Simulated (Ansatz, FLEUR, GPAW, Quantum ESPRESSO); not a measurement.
**One calculation of Co, 4 ways**

```xyz
2
Lattice="2.4720 0.0000 0.0000 -1.2360 2.1408 0.0000 0.0000 0.0000 4.0211" Properties=species:S:1:pos:R:3 pbc="T T T"
Co    1.2360    0.7136    3.0159
Co    0.0000    1.4272    1.0053
```

Alike in all runs: task band structure; functional LDA; k mesh 12 × 12 × 7; occupations fermi-dirac, width 0.05 eV; collinear spin, ferromagnetic start; no spin-orbit coupling. LDA stands for any of its common fits. Pressure is positive in compression and, in plane waves, holds the error of the finite cutoff, which Ansatz's Pulay term estimates and takes out.

| program and potentials | plane-wave cutoff (eV) | notes | pressure (GPa) | net moment per atom (μB) |
| --- | --- | --- | --- | --- |
| Ansatz, Ansatz PAW | 420 | potentials made for PBE, which Ansatz adapts in part; 17 valence electrons an atom on average; Pulay term of +0.31 GPa included | -14.60 | 1.55 |
| FLEUR, all-electron, FLAPW | - | - | - | 1.55 |
| Quantum ESPRESSO, PseudoDojo 0.4.1 SR LDA standard | 1306 | 17 valence electrons an atom on average | -15.07 | 1.53 |
| GPAW, the program's PAW data sets (release 1.2.1) made for this functional | 600 | 9 valence electrons an atom on average | -14.29 | 1.54 |

The pressure spans -15.07 (Quantum ESPRESSO, PseudoDojo 0.4.1 SR LDA standard) to -14.29 GPa (GPAW, the program's PAW data sets (release 1.2.1) made for this functional). The net moment per atom spans 1.53 (Quantum ESPRESSO, PseudoDojo 0.4.1 SR LDA standard) to 1.55 μB (FLEUR, all-electron, FLAPW), with all-electron results at 1.55. The cell lies far from this level's equilibrium. The state is the one that the start led to, which needn't be the lowest.

Differences between rows come from potentials, basis sets and numerical settings, since the functional is the same but for its coding. Runs on potential files found faulty are left out.
